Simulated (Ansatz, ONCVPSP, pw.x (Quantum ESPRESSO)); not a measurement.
**C: does the ONCV potential hold in the solid?**

carbon (C), optimised norm-conserving Vanderbilt (ONCV), made with ONCVPSP 4.0.1.1 (patched build) (PBEsol, scalar-relativistic). Core [He], reference 2s2 2p2. Waves: 2s: rc 1.25 bohr, ncon 4, nbas 7, qcut 6.7 1/bohr, 3 projectors, debl 1 Ha; 2p: rc 3.05 bohr, ncon 4, nbas 8, qcut 4.6 1/bohr, 2 projectors, debl 1.9 Ha; d scattering state at 0.31 Ha: rc 3.15 bohr, ncon 4, nbas 8, qcut 3 1/bohr, 2 projectors, debl 3.9 Ha. Local part: polynomial inside 1.00 bohr (lpopt 5, dvloc0 1 Ha). Core correction: Teter function, fcfact 2.75, rcfact 1.75.

Crystal test: diamond C in pw.x 7.5, no spin, 13³ k-points, Fermi–Dirac smearing 0.01 Ry, cutoffs 65/260 Ry. The reference is all-electron LAPW (Ansatz 0.2.0) with the same functional, mesh and smearing; V0 and B0 come from Birch–Murnaghan fits to the pressures at five volumes. Errors are pseudo minus all-electron; Δ is the rms difference of the E(V) curves that follow from these fits, minima aligned, over ±6 % about the mean V0. Mesh and smearing are coarse, so the numbers serve the comparison and aren't converged zero-temperature values; the lattice is a test structure that the element need not adopt.

All-electron: a0 = 3.554 Å (V0 = 5.61 Å³/atom), B0 = 450.3 GPa.

Task: How far does the potential miss the all-electron equation of state?

Result: mean pressure error (GPa): -82.73. The pressure does not cross zero within the volumes sampled, so no fit is given. The largest radius (3.15 bohr) exceeds half the bond length (1.45 bohr), so the spheres overlap, which is one possible source of error among others. This is a poor potential for the solid.

| V (Å³/atom) | P all-electron (GPa) | P pseudo (GPa) |
| --- | --- | --- |
| 5.318 | 26.60 | -51.12 |
| 5.458 | 13.07 | -68.07 |
| 5.598 | 1.03 | -82.50 |
| 5.738 | -9.69 | -94.82 |
| 5.878 | -19.23 | -105.33 |

Task: At the middle volume, how do free energy and pressure move when the wave cutoff is lowered (ecutrho kept at four times it)?

Result:

| cutoff (Ry) | shift of F (meV/atom) | shift of P (GPa) |
| --- | --- | --- |
| 29 | +235.6 | -8.04 |
| 39 | +100.8 | +0.93 |
| 52 | +41.6 | -2.21 |

Input at the middle volume:

```
&control
  calculation='scf', prefix='x', pseudo_dir='./', outdir='./tmp', tstress=.true., disk_io='none'
/
&system
  ibrav=0, nat=2, ntyp=1, ecutwfc=65, ecutrho=260, nbnd=11,
  occupations='smearing', smearing='fd', degauss=0.01
/
&electrons
  conv_thr=1e-09, mixing_beta=0.4, electron_maxstep=70
/
ATOMIC_SPECIES
C 1.0 C.UPF
CELL_PARAMETERS angstrom
  0.00000000 1.77559657 1.77559657
  1.77559657 0.00000000 1.77559657
  1.77559657 1.77559657 0.00000000
ATOMIC_POSITIONS crystal
C 0.0000 0.0000 0.0000
C 0.2500 0.2500 0.2500
K_POINTS automatic
13 13 13 0 0 0
```

```bash
pw.x < C.scf.in > C.scf.out
```

Lines of the output:

```
Message from routine setup:
     using ibrav=0 with symmetry is DISCOURAGED, use correct ibrav instead
     lattice parameter (alat)  =       4.7452  a.u.
     unit-cell volume          =      75.5544 (a.u.)^3
     number of electrons       =         8.00
     number of Kohn-Sham states=           11
     kinetic-energy cutoff     =      65.0000  Ry
     charge density cutoff     =     260.0000  Ry
     scf convergence threshold =      1.0E-09
     Exchange-correlation= PBESOL
     number of k points=    84  Fermi-Dirac smearing, width (Ry)=  0.0100
     iteration #  1     ecut=    65.00 Ry     beta= 0.40
     total energy              =     -23.38044664 Ry
     estimated scf accuracy    <       0.07178931 Ry
     iteration #  2     ecut=    65.00 Ry     beta= 0.40
     total energy              =     -23.37842109 Ry
     estimated scf accuracy    <       0.02208386 Ry
     iteration #  3     ecut=    65.00 Ry     beta= 0.40
     total energy              =     -23.37950524 Ry
     estimated scf accuracy    <       0.00018899 Ry
     iteration #  4     ecut=    65.00 Ry     beta= 0.40
     c_bands:  1 eigenvalues not converged
     c_bands:  1 eigenvalues not converged
     c_bands:  1 eigenvalues not converged
     c_bands:  1 eigenvalues not converged
     c_bands:  1 eigenvalues not converged
     c_bands:  1 eigenvalues not converged
     c_bands:  1 eigenvalues not converged
     c_bands:  1 eigenvalues not converged
     total energy              =     -23.37957893 Ry
     estimated scf accuracy    <       0.00000682 Ry
     iteration #  5     ecut=    65.00 Ry     beta= 0.40
     total energy              =     -23.37957993 Ry
     estimated scf accuracy    <       0.00000007 Ry
     iteration #  6     ecut=    65.00 Ry     beta= 0.40
     total energy              =     -23.37957998 Ry
     estimated scf accuracy    <       0.00000008 Ry
     iteration #  7     ecut=    65.00 Ry     beta= 0.40
     total energy              =     -23.37957999 Ry
     estimated scf accuracy    <          1.0E-09 Ry
     iteration #  8     ecut=    65.00 Ry     beta= 0.40
     the Fermi energy is    14.1976 ev
!    total energy              =     -23.37957999 Ry
     estimated scf accuracy    <          1.3E-10 Ry
     smearing contrib. (-TS)   =      -0.00000000 Ry
     The total energy is F=E-TS. E is the sum of the following terms:
     one-electron contribution =       8.90926887 Ry
     hartree contribution      =       1.44083700 Ry
     xc contribution           =      -8.04303328 Ry
     ewald contribution        =     -25.68665259 Ry
     convergence has been achieved in   8 iterations
          total   stress  (Ry/bohr**3)                   (kbar)     P=     -825.04
     Message from routine punch:
     Nothing written, as per user request (disk_io='none')
```

The run at the middle volume (84 k-points, 8 iterations) took about 14 s on one core of a shared host (Intel(R) Xeon(R) Platinum 8259CL CPU @ 2.50GHz, 96 threads, 755 GiB, load 41).
